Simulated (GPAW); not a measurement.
# SnTe (Fm-3m) in GPAW: notebook, part 2 of 2

GPAW 26.7.0.

### Step 4. Band structure, optPBE-vdW, spin-orbit coupling, no magnetisation

Input file run.py:

```python
import numpy as np
import spglib
from ase import Atoms
from ase.dft.bandgap import bandgap
from ase.io import read, write
from gpaw import GPAW, PW
from gpaw.spinorbit import soc_eigenstates

atoms = read('SnTe.cif')
cell, positions, numbers = spglib.find_primitive(
    (atoms.cell[:], atoms.get_scaled_positions(), atoms.numbers), symprec=1e-4)
atoms = Atoms(numbers, cell=cell, scaled_positions=positions, pbc=True)

calc = GPAW(mode=PW(600),
            xc={'name': 'optPBE-vdW', 'backend': 'libvdwxc'},
            kpts={'size': (6, 6, 6), 'gamma': True},
            occupations={'name': 'fermi-dirac', 'width': 0.05},
            nbands=19,
            convergence={'density': 1e-05, 'energy': 1e-05},
            maxiter=150,
            txt='gpaw.txt')
atoms.calc = calc
energy = atoms.get_potential_energy()
forces = atoms.get_forces()
calc.write('gs.gpw')
write('result.traj', atoms)
print(f'Energy: {energy:.6f} eV')
print('Forces (eV/A):')
print(forces.round(4))
print('Fermi level:', round(calc.get_fermi_level(), 4), 'eV')
print(f'Gap: {bandgap(calc)[0]:.4f} eV, direct: {bandgap(calc, direct=True)[0]:.4f} eV')

path = atoms.cell.bandpath('GXWKGLUWLK,UX', npoints=60, eps=1e-4)
bs_calc = calc.fixed_density(kpts=path, symmetry='off', nbands=32,
                             convergence={'bands': 'CBM+6.0', 'eigenstates': 1e-6}, txt='bands.txt')
bs = bs_calc.band_structure()
bs.write('bs.json')
print(f'Gap on the path: {bandgap(bs_calc)[0]:.4f} eV')

soc = soc_eigenstates(bs_calc, theta=0, phi=0)
np.savetxt('soc_bands.dat', soc.eigenvalues(), fmt='%.4f')
mesh = soc_eigenstates('gs.gpw', theta=0, phi=0)
np.savetxt('soc_mesh.dat', mesh.eigenvalues(), fmt='%.4f')
print('Fermi level with spin-orbit coupling:', round(mesh.fermi_level, 4), 'eV')
```

Input file SnTe.cif:

```cif
data_SnTe
_cell_length_a 6.30170000
_cell_length_b 6.30170000
_cell_length_c 6.30170000
_cell_angle_alpha 90.00000000
_cell_angle_beta 90.00000000
_cell_angle_gamma 90.00000000
_space_group_name_H-M_alt 'Fm-3m'
_space_group_name_Hall '-F 4 2 3'
_space_group_IT_number 225
loop_
_space_group_symop_operation_xyz
'x,y,z'
'-x,-y,-z'
'-y,x,z'
'y,-x,-z'
'-x,-y,z'
'x,y,-z'
'y,-x,z'
'-y,x,-z'
'x,-y,-z'
'-x,y,z'
'-y,-x,-z'
'y,x,z'
'-x,y,-z'
'x,-y,z'
'y,x,-z'
'-y,-x,z'
'z,x,y'
'-z,-x,-y'
'z,-y,x'
'-z,y,-x'
'z,-x,-y'
'-z,x,y'
'z,y,-x'
'-z,-y,x'
'-z,x,-y'
'z,-x,y'
'-z,-y,-x'
'z,y,x'
'-z,-x,y'
'z,x,-y'
'-z,y,x'
'z,-y,-x'
'y,z,x'
'-y,-z,-x'
'x,z,-y'
'-x,-z,y'
'-y,z,-x'
'y,-z,x'
'-x,z,y'
'x,-z,-y'
'-y,-z,x'
'y,z,-x'
'-x,-z,-y'
'x,z,y'
'y,-z,-x'
'-y,z,x'
'x,-z,y'
'-x,z,-y'
'x,y+1/2,z+1/2'
'-x,-y+1/2,-z+1/2'
'-y,x+1/2,z+1/2'
[... 62 lines left out ...]
'-z+1/2,-x,-y+1/2'
'z+1/2,-y,x+1/2'
'-z+1/2,y,-x+1/2'
'z+1/2,-x,-y+1/2'
'-z+1/2,x,y+1/2'
'z+1/2,y,-x+1/2'
'-z+1/2,-y,x+1/2'
'-z+1/2,x,-y+1/2'
'z+1/2,-x,y+1/2'
'-z+1/2,-y,-x+1/2'
'z+1/2,y,x+1/2'
'-z+1/2,-x,y+1/2'
'z+1/2,x,-y+1/2'
'-z+1/2,y,x+1/2'
'z+1/2,-y,-x+1/2'
'y+1/2,z,x+1/2'
'-y+1/2,-z,-x+1/2'
'x+1/2,z,-y+1/2'
'-x+1/2,-z,y+1/2'
'-y+1/2,z,-x+1/2'
'y+1/2,-z,x+1/2'
'-x+1/2,z,y+1/2'
'x+1/2,-z,-y+1/2'
'-y+1/2,-z,x+1/2'
'y+1/2,z,-x+1/2'
'-x+1/2,-z,-y+1/2'
'x+1/2,z,y+1/2'
'y+1/2,-z,-x+1/2'
'-y+1/2,z,x+1/2'
'x+1/2,-z,y+1/2'
'-x+1/2,z,-y+1/2'
'x+1/2,y+1/2,z'
'-x+1/2,-y+1/2,-z'
'-y+1/2,x+1/2,z'
'y+1/2,-x+1/2,-z'
'-x+1/2,-y+1/2,z'
'x+1/2,y+1/2,-z'
'y+1/2,-x+1/2,z'
'-y+1/2,x+1/2,-z'
'x+1/2,-y+1/2,-z'
'-x+1/2,y+1/2,z'
'-y+1/2,-x+1/2,-z'
'y+1/2,x+1/2,z'
'-x+1/2,y+1/2,-z'
'x+1/2,-y+1/2,z'
'y+1/2,x+1/2,-z'
'-y+1/2,-x+1/2,z'
'z+1/2,x+1/2,y'
'-z+1/2,-x+1/2,-y'
'z+1/2,-y+1/2,x'
'-z+1/2,y+1/2,-x'
'z+1/2,-x+1/2,-y'
'-z+1/2,x+1/2,y'
'z+1/2,y+1/2,-x'
'-z+1/2,-y+1/2,x'
'-z+1/2,x+1/2,-y'
'z+1/2,-x+1/2,y'
'-z+1/2,-y+1/2,-x'
'z+1/2,y+1/2,x'
'-z+1/2,-x+1/2,y'
'z+1/2,x+1/2,-y'
'-z+1/2,y+1/2,x'
'z+1/2,-y+1/2,-x'
'y+1/2,z+1/2,x'
'-y+1/2,-z+1/2,-x'
'x+1/2,z+1/2,-y'
'-x+1/2,-z+1/2,y'
'-y+1/2,z+1/2,-x'
'y+1/2,-z+1/2,x'
'-x+1/2,z+1/2,y'
'x+1/2,-z+1/2,-y'
'-y+1/2,-z+1/2,x'
'y+1/2,z+1/2,-x'
'-x+1/2,-z+1/2,-y'
'x+1/2,z+1/2,y'
'y+1/2,-z+1/2,-x'
'-y+1/2,z+1/2,x'
'x+1/2,-z+1/2,y'
'-x+1/2,z+1/2,-y'
loop_
_atom_site_label
_atom_site_type_symbol
_atom_site_symmetry_multiplicity
_atom_site_Wyckoff_symbol
_atom_site_fract_x
_atom_site_fract_y
_atom_site_fract_z
_atom_site_occupancy
Te1 Te 4 b 0.5000000000 0.0000000000 0.0000000000 1
Sn1 Sn 4 a 0.0000000000 0.0000000000 0.0000000000 1
```

Potentials or basis: GPAW PAW data sets (gpaw-data 1.2.1), pw.

Started as:

```
> OMP_NUM_THREADS=1 python run.py
```

Run time: 34 s. Hardware: 1 thread of Intel Xeon 6975P-C (Granite Rapids), shared host; peak memory 0.34 GiB.

The run converged. Its results:

```yaml
Free_energy: -51.0514 eV
Band_gap_on_the_k_mesh: 0.25 eV, direct
Band_gap_along_the_path: 0.25 eV, direct
```

Levels at the corners of the path, in eV from the valence-band top:
```tsv
point	band 16	band 17	band 18	band 19	band 20	band 21	band 22	band 23	band 24	band 25
Γ	-2.68	-1.76	-1.76	-1.76	-1.76	2.79	2.79	3.72	3.72	3.72
X	-5.47	-3.89	-3.89	-3.40	-3.40	2.40	2.40	4.56	4.56	5.38
W	-4.83	-4.63	-4.63	-0.75	-0.75	0.94	0.94	4.67	4.67	4.92
K	-5.08	-3.23	-3.23	-2.53	-2.53	2.88	2.88	3.41	3.41	4.39
Γ	-2.68	-1.76	-1.76	-1.76	-1.76	2.79	2.79	3.72	3.72	3.72
L	-2.09	-1.43	-1.43	0.00	0.00	0.25	0.25	0.45	0.45	0.66
U	-5.08	-3.23	-3.23	-2.53	-2.53	2.88	2.88	3.41	3.41	4.39
W	-4.83	-4.63	-4.63	-0.75	-0.75	0.94	0.94	4.67	4.67	4.92
L	-2.09	-1.43	-1.43	0.00	0.00	0.25	0.25	0.45	0.45	0.66
K	-5.08	-3.23	-3.23	-2.53	-2.53	2.88	2.88	3.41	3.41	4.39
U	-5.08	-3.23	-3.23	-2.53	-2.53	2.88	2.88	3.41	3.41	4.39
X	-5.47	-3.89	-3.89	-3.40	-3.40	2.40	2.40	4.56	4.56	5.38
```

Caveat: spin-orbit coupling was added after a scalar SCF, so levels and gaps hold it while energy, forces, pressure and moments don't; this program's spin-orbit splittings come out too wide for heavy elements; the PAW data sets were made with another functional, which shifts forces and pressure a little.

### Step 5. The reference run

An earlier run on the cell as given: functional PBE; potentials or basis GPAW PAW data sets (gpaw-data 1.2.1); cutoff 600 eV; basis pw; k mesh 7 × 7 × 7; occupations fermi-dirac, width 0.05 eV; no spin polarisation.

- Pressure: 1.9 GPa

### Step 6. Overview

```csv
task,level,potentials or basis,spin,k mesh,band path,band points,spin axis theta (degrees),spin axis phi (degrees),V0 of scaled cells (Å³/atom),B0 (GPa)
equation of state,PBEsol,"PAW data sets generated in the run's folder for this functional, pw",off,6 × 6 × 6,-,-,-,-,30.89,48
equation of state,BP86+D4,"PAW data sets generated in the run's folder for this functional, pw",off,6 × 6 × 6,-,-,-,-,30.50,49
band structure,optPBE-vdW,"GPAW PAW data sets (gpaw-data 1.2.1), pw","SOC, no magnetisation",6 × 6 × 6,"GXWKGLUWLK,UX",60,0,0,-,-
single point,PBE,"GPAW PAW data sets (gpaw-data 1.2.1), pw",off,7 × 7 × 7,-,-,-,-,-,-
```

Alike in all rows: cell as given; cutoff (eV) 600; smearing fermi-dirac 0.05 eV.

Caveats: spin-orbit coupling was added after a scalar SCF, so levels and gaps hold it while energy, forces, pressure and moments don't (some runs); this program's spin-orbit splittings come out too wide for heavy elements (some runs); the PAW data sets were made with another functional, which shifts forces and pressure a little (some runs).

Absolute energies hang on the potentials; compare differences alone.

### Step 7. Comparison with measurements

Step 4. Measured gap of SnTe: 0.18 eV (direct; 300 K; a printed reference work, textbook). This calculation gives 0.25 eV (+0.07 eV). The value is that of optPBE-vdW, without temperature or zero-point motion.
